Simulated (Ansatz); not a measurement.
A run of Ansatz 0.2.0:

The input input:

```
crystal:
  lattice:
    - [2.1609687617, 1.2476358963, 10.5855712543]
    - [-2.1609687617, 1.2476358963, 10.5855712543]
    - [0.0, -2.4952717926, 10.5855712543]
  atoms:
    - { symbol: Bi, position: [0.39172124, 0.39172124, 0.39172124] }
    - { symbol: Bi, position: [0.60827876, 0.60827876, 0.60827876] }
    - { symbol: Te, position: [0.78040487, 0.78040487, 0.78040487] }
    - { symbol: Te, position: [0.21959513, 0.21959513, 0.21959513] }
    - { symbol: Se, position: [0.0, 0.0, 0.0] }
hamiltonian:
  xc: hse06
  pseudopotentials: { kind: paw }
kpoints:
  mp_grid: { grid: [6, 6, 6] }
scf:
  occupations: { method: fermi_dirac, width: 0.05 }
output:
  forces: true
  stress: true
  eigenvalues: true
  write_density: true
  write_potential: true
  elf: true
  volumetric_format: npy
```

Hardware: 1 × NVIDIA H100 80GB HBM3 with 2 threads of AMD EPYC 7R13 Processor (Zen 3), with other jobs on the host.

Problem. How long does it take, and how much memory?

Solution. Wall time 120 s on 1 × NVIDIA H100 80GB HBM3 with 2 threads of AMD EPYC 7R13 Processor (Zen 3), with other jobs on the host, peak memory 9.8 GiB. Counts: scf iterations 20, plane waves 3335, k points 32, bands 47.
